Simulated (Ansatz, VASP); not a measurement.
## Two plane-wave programs on LiCl

The input INCAR:

```
SYSTEM = LiCl
PREC     = Accurate       ! precision mode
ENCUT    = 520            ! plane-wave cutoff, eV
EDIFF    = 1E-7           ! SCF threshold, eV
ISMEAR   = 0              ! smearing method
SIGMA    = 0.02           ! smearing width, eV
LREAL    = .False.        ! projectors in reciprocal space
LASPH    = .True.         ! aspherical terms in the spheres
NELM     = 80             ! most SCF steps
ALGO     = Normal         ! electronic algorithm
ISIF     = 2              ! what is computed and relaxed
LWAVE    = .False.        ! write WAVECAR
LCHARG   = .False.        ! write CHGCAR
GGA      = PE             ! functional
NBANDS   = 12             ! bands
```

KPOINTS

```
regular mesh
0
Gamma
  8 8 8
  0 0 0
```

File POSCAR:

```
LiCl
1.0
    0.0000000000      2.4954408578      2.4954408578
    2.4954408578      0.0000000000      2.4954408578
    2.4954408578      2.4954408578      0.0000000000
Li Cl
1 1
Direct
    0.0000000000      0.0000000000      0.0000000000
    0.5000000000      0.5000000000      0.5000000000
```

Input for Ansatz:

```yaml
crystal:
  lattice:
    - [0.0, 2.4954408578, 2.4954408578]
    - [2.4954408578, 0.0, 2.4954408578]
    - [2.4954408578, 2.4954408578, 0.0]
  atoms:
    - { symbol: Li, position: [0.0, 0.0, 0.0] }
    - { symbol: Cl, position: [0.5, 0.5, 0.5] }
basis:
  ecutwfc: 420
kpoints:
  mp_grid: { grid: [8, 8, 8] }
hamiltonian:
  xc: pbe
scf:
  occupations: { method: gaussian, width: 0.02 }
output:
  forces: true
  stress: true
  eigenvalues: true
```

Alike in both runs: task single point; functional PBE; k mesh 8 × 8 × 8; occupations gaussian, width 0.02 eV; no spin polarisation.

|  | VASP | Ansatz |
| --- | --- | --- |
| version | VASP 6.6.1 | Ansatz 0.2.0 |
| potentials or method | VASP PAW PBE potentials, release 64 (Li_sv, Cl) | scalar-relativistic, plane waves, PAW |
| plane-wave cutoff (eV) | 520 | 420 |
| valence electrons in the cell | 10 | 10 |

```tsv
	VASP	Ansatz	Ansatz less VASP
gap on the k mesh at the Fermi level (eV)	6.84	6.82	-0.019
least direct gap on the mesh (eV)	6.84	6.83	-0.013
```

 A k mesh can miss the band edges.
